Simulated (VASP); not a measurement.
# SiO2 (P4_2/mnm) under a change of volume

Strain engineering needs slopes: what does a change of volume do to the lattice and the band edges of SiO2?

Main program and level: VASP 6.6.1; PBEsol; plane waves and PAW (Si, O), in the first sound run; inputs show where later runs differ.

## (1) Set-up

Symmetry: P4_2/mnm, No. 136, tetragonal system. The conventional cell has a = 4.180 Å, b = 4.180 Å, c = 2.668 Å, α = 90.00°, β = 90.00°, γ = 90.00°. Nearest to Si lie 6 O at 1.76 to 1.81 Å. Nearest to O lie 3 Si at 1.76 to 1.81 Å. Farther neighbours and most contacts between anions are not listed.

## (2) Relax the crystal, PBEsol

The series starts from the cell that this level prefers, so that zero strain is near zero stress.

This step took 2 runs in a row; the last is shown.

Level: PBEsol; plane waves and PAW (Si, O).

INCAR reads:

```
SYSTEM = SiO2
PREC = Accurate
ENCUT = 600
EDIFF = 1E-07
NELM = 120
ISMEAR = 0
SIGMA = 0.02
LREAL = .FALSE.
ALGO = Normal
GGA = PS
NBANDS = 22
LASPH = .TRUE.
LORBIT = 11
LWAVE = .FALSE.
LCHARG = .FALSE.
KPAR = 16
IBRION = 2
NSW = 40
ISIF = 3
EDIFFG = -0.005
POTIM = 0.4
```

POSCAR reads:

```
SiO2
1.0
    4.1924059919      0.0000000000      0.0000000000
    0.0000000000      4.1924059919      0.0000000000
    0.0000000000      0.0000000000      2.6828839055
Si O
2 4
Direct
    0.0000000000      0.0000000000      0.0000000000
    0.5000000000      0.5000000000      0.5000000000
    0.3058136386      0.3058136386      0.0000000000
    0.1941863614      0.8058136386      0.5000000000
    0.6941863614      0.6941863614      0.0000000000
    0.8058136386      0.1941863614      0.5000000000
```

KPOINTS reads:

```
Automatic mesh
0
Gamma
7 7 11
0 0 0
```

PAW data sets: Si and O (PBE family, release 64).

Run with:

```bash
> mpirun -np 16 vasp_std
```

The program printed:

```text
[banner, memory and clock lines left out]
running   16 mpi-ranks, on    1 nodes
[...]
|                                                                             |
|           W    W    AA    RRRRR   N    N  II  N    N   GGGG   !!!           |
|           W    W   A  A   R    R  NN   N  II  NN   N  G    G  !!!           |
|           W    W  A    A  R    R  N N  N  II  N N  N  G       !!!           |
|           W WW W  AAAAAA  RRRRR   N  N N  II  N  N N  G  GGG   !            |
|           WW  WW  A    A  R   R   N   NN  II  N   NN  G    G                |
|           W    W  A    A  R    R  N    N  II  N    N   GGGG   !!!           |
|                                                                             |
|     For optimal performance we recommend to set                             |
|       NCORE = 2 up to number-of-cores-per-socket                            |
|     NCORE specifies how many cores store one orbital (NPAR=cpu/NCORE).      |
|     This setting can greatly improve the performance of VASP for DFT.       |
[...]
DAV:   2    -0.489987133659E+02    0.43605E-04   -0.15361E-04  3150   0.929E-02    0.127E-02
DAV:   3    -0.489987119494E+02    0.14165E-05   -0.86539E-06  3162   0.204E-02    0.565E-03
DAV:   4    -0.489987116641E+02    0.28533E-06   -0.53327E-07  3144   0.571E-03    0.224E-03
DAV:   5    -0.489987117345E+02   -0.70408E-07   -0.90055E-08  1908   0.221E-03
   2 F= -.48998712E+02 E0= -.48998712E+02  d E =-.793550E-06
 trial-energy change:   -0.000001  1 .order   -0.000000   -0.000020    0.000019
 step:   0.5253(harm=  0.5098)  dis= 0.00006  next Energy=   -48.998716 (dE=-0.533E-05)
[...]
N       E                     dE             d eps       ncg     rms          rms(c)
DAV:   1    -0.489987272755E+02   -0.15611E-04   -0.39374E-04  3156   0.166E-01    0.269E-02
DAV:   2    -0.489987169608E+02    0.10315E-04   -0.35037E-05  3150   0.443E-02    0.602E-03
DAV:   3    -0.489987166251E+02    0.33578E-06   -0.19530E-06  3114   0.968E-03    0.269E-03
DAV:   4    -0.489987164803E+02    0.14477E-06   -0.11088E-07  1932   0.269E-03    0.106E-03
DAV:   5    -0.489987164131E+02    0.67238E-07   -0.20539E-08  1596   0.115E-03
   3 F= -.48998716E+02 E0= -.48998716E+02  d E =-.547210E-05
[...]
reached required accuracy - stopping structural energy minimisation
```

The job ended after 18 s (16 MPI ranks of Intel Xeon Platinum 8488C (Sapphire Rapids), shared host; peak memory 3.6 GiB).

Lines that name or quote the potential files are left out of all logs, and their timing lines are given in words.

From OUTCAR (step 2):

```text
  Total        0.0010763      0.0010763      0.0013145      0.0000000      0.0000000      0.0000000
  in kB        0.0365796      0.0365796      0.0446757      0.0000000      0.0000000      0.0000000
  external PRESSURE =       0.0392783 kB  Pullay stress =       0.0000000 kB

 POSITION                                       TOTAL-FORCE (eV/Angst)
 -----------------------------------------------------------------------------------
      0.00000      0.00000      0.00000        -0.000000      0.000000      0.000000
      2.09600      2.09600      1.34129         0.000000      0.000000      0.000000
      1.28204      1.28204      0.00000        -0.000230     -0.000230      0.000000
      0.81397      3.37804      1.34129         0.000230     -0.000230      0.000000
      2.90997      2.90997      0.00000         0.000230      0.000230     -0.000000
      3.37804      0.81397      1.34129        -0.000230      0.000230     -0.000000
 -----------------------------------------------------------------------------------
    total drift:                                0.000000     -0.000000      0.000000

  FREE ENERGIE OF THE ION-ELECTRON SYSTEM (eV)
  ---------------------------------------------------
  free  energy   TOTEN  =       -48.9987164131 eV

  energy  without entropy=      -48.9987164131  energy(sigma->0) =      -48.99871641

 reached required accuracy - stopping structural energy minimisation

[... 3 further parts left out ...]
[key lines of the parts left out:]
E-fermi :   8.1988
```

Numbers from this step:

| Quantity | Value |
| --- | --- |
| energy(sigma→0) of the program | -48.9987 eV |
| stress, compression positive | xx, yy, zz 0.00, 0.00, 0.00 GPa |
| volume | 47.141 Å³ |
| ionic steps | 3 |

## (3) Relax at fixed volume, PBEsol

One member in full: the volume is scaled by 0.96, and shape and atoms relax at that volume.

Level: PBEsol; plane waves and PAW (Si, O).

Changes to INCAR since step 2:

```diff
@@ -15,7 +15,7 @@
 LCHARG = .FALSE.
-KPAR = 16
+KPAR = 4
 IBRION = 2
 NSW = 40
-ISIF = 3
-EDIFFG = -0.005
+ISIF = 4
+EDIFFG = -0.004
 POTIM = 0.4
```

POSCAR reads:

```
SiO2
1.0
    4.1353506704      0.0000000000      0.0000000000
    0.0000000000      4.1353506704      0.0000000000
    0.0000000000      0.0000000000      2.6463314212
Si O
2 4
Direct
    0.0000000000      0.0000000000      0.0000000000
    0.5000000000      0.5000000000      0.5000000000
    0.3058285074      0.3058285074      0.0000000000
    0.1941714926      0.8058285074      0.5000000000
    0.6941714926      0.6941714926      0.0000000000
    0.8058285074      0.1941714926      0.5000000000
```

KPOINTS is that of step 2.

Run with:

```bash
> mpirun -np 4 vasp_std
```

The program printed:

```text
[banner, memory and clock lines left out]
running    4 mpi-ranks, on    1 nodes
[...]
[... a notice as in an earlier step ...]

 LDA part: xc-table for (Slater+PW92), standard interpolation
 POSCAR, INCAR and KPOINTS ok, starting setup
[...]
entering main loop
       N       E                     dE             d eps       ncg     rms          rms(c)
DAV:   1     0.166700153070E+03    0.16670E+03   -0.19834E+04  2648   0.159E+03
DAV:   2    -0.455813470483E+02   -0.21228E+03   -0.20332E+03  3442   0.324E+02
DAV:   3    -0.531487943612E+02   -0.75674E+01   -0.75383E+01  3348   0.617E+01
DAV:   4    -0.532025982669E+02   -0.53804E-01   -0.53775E-01  3258   0.599E+00
[...]
DAV:  11    -0.489103099546E+02    0.79462E-05   -0.41764E-05  3300   0.481E-02    0.649E-03
DAV:  12    -0.489103099225E+02    0.32090E-07   -0.33737E-06  3168   0.144E-02    0.273E-03
DAV:  13    -0.489103099893E+02   -0.66820E-07   -0.38836E-07  3202   0.495E-03
   1 F= -.48910310E+02 E0= -.48910310E+02  d E =-.489103E+02
[... from here on, the cycles between the ionic steps are left out ...]
   2 F= -.48916427E+02 E0= -.48916427E+02  d E =-.611737E-02
   3 F= -.48916654E+02 E0= -.48916654E+02  d E =-.634440E-02
   4 F= -.48917033E+02 E0= -.48917033E+02  d E =-.378789E-03
 trial-energy change:   -0.000379  1 .order   -0.000381   -0.000779    0.000017
 step:   0.9474(harm=  0.9478)  dis= 0.00046  next Energy=   -48.917033 (dE=-0.379E-03)
 reached required accuracy - stopping structural energy minimisation
```

The job ended after 45 s (4 MPI ranks; peak memory 0.81 GiB).

OUTCAR, selected parts (step 3):

```text
  Total        3.7015405      3.7015405      3.6936872      0.0000000      0.0000000      0.0000000
  in kB      131.0461196    131.0461196    130.7680896      0.0000000      0.0000000      0.0000000
  external PRESSURE =     130.9534429 kB  Pullay stress =       0.0000000 kB

 POSITION                                       TOTAL-FORCE (eV/Angst)
 -----------------------------------------------------------------------------------
      4.12535      4.12535      2.65918         0.000000      0.000000      0.000000
      2.06268      2.06268      1.32959         0.000000      0.000000      0.000000
      1.25572      1.25572      2.65918        -0.000687     -0.000687      0.000000
      0.80695      3.31840      1.32959         0.000687     -0.000687      0.000000
      2.86963      2.86963      0.00000         0.000687      0.000687      0.000000
      3.31840      0.80695      1.32959        -0.000687      0.000687      0.000000
 -----------------------------------------------------------------------------------
    total drift:                               -0.000000      0.000000     -0.000000

  FREE ENERGIE OF THE ION-ELECTRON SYSTEM (eV)
  ---------------------------------------------------
  free  energy   TOTEN  =       -48.9170331828 eV

  energy  without entropy=      -48.9170331828  energy(sigma->0) =      -48.91703318

[... 2 parts as in an earlier step ...]

[... 2 further parts left out ...]
[key lines of the parts left out:]
E-fermi :   8.7298
```

Numbers from this step:

```
energy(sigma→0) of the program : -48.9170 eV
stress, compression positive   : xx, yy, zz 13.10, 13.10, 13.08 GPa
ionic steps                    : 4
```

(Part 1 of 3 ends here.)

[Lines on the potential files, build, host, timing and source positions are cut from VASP's logs without a mark.]

[Logs are printed without paths, hosts, clocks, repeated set-up lines and the standing remarks that a program may print on its own settings, such as how far it seeks lower states.]

[Hosts, paths, dates, database ids (printed as entryN), source tags and the programs' standing remarks are cut or masked in the printed files.]

[In band tables of VASP the shares of atoms and orbitals are scaled to a sum of 1 inside the atoms' spheres.]
